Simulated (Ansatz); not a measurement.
Runs of Ansatz 0.2.0 on Mg. The structure is cubic, space group Im-3m (No. 229). The conventional cell has a = 3.546 Å, b = 3.546 Å, c = 3.546 Å, α = 90.00°, β = 90.00°, γ = 90.00°. Mg (site symmetry m-3m) has 8 Mg at 3.07 Å as nearest neighbours. This isn't the form of Mg at room conditions, which is hcp.

```tsv
task	level	potentials or basis	spin	fixed moment (μB)	cell	k mesh	cutoff (eV)	smearing	basis error allowed	gap on the mesh (eV)	pressure (GPa)	moment (μB)
density of states	PBE-LDA	all-electron LAPW, point nuclei	off	-	as given	11 × 11 × 11	118	fermi-dirac 0.025 eV	0.001 eV/atom	none	(a)	-
electron localisation function	r2SCAN+D4	all-electron PAW datasets made for the crystal	off	-	volume scaled by 0.8	11 × 11 × 11	200	fermi-dirac 0.025 eV	-	none	13.9	-
single point	RPBE+D4	all-electron LAPW, scalar-relativistic	non-collinear, ferromagnetic start	-	as given	8 × 8 × 8	105	fermi-dirac 0.01 eV	0.002 eV/atom	none	-0.1	0.02
relaxation of cell and atoms	SVWN5	all-electron LAPW, non-relativistic	collinear, random start	-	relaxed from: volume scaled by 1.04	11 × 11 × 11	-	methfessel-paxton 0.01 eV	0.002 eV/atom	-	0.0	0.01
density of states	BLYP	all-electron LAPW, scalar-relativistic	collinear, ferromagnetic start	1.0	cell strained at random at fixed volume	11 × 11 × 11	122	fermi-dirac 0.1 eV	0.001 eV/atom	-	6.1	-
```

Q: Fill in the values left out.

A: (a) 2.0.

Caveats: pairwise dispersion overbinds metals, which lowers pressure and volume (some runs); the starting moments weren't kept (some runs); the k mesh is thin for a metal, which can move the energy by tens of meV per atom (some runs); the total moment is fixed, so each spin has its own Fermi level (some runs).

A gap of «none» marks a metal or a gap under the smearing width.

Runs at the PBE level aren't shown here.
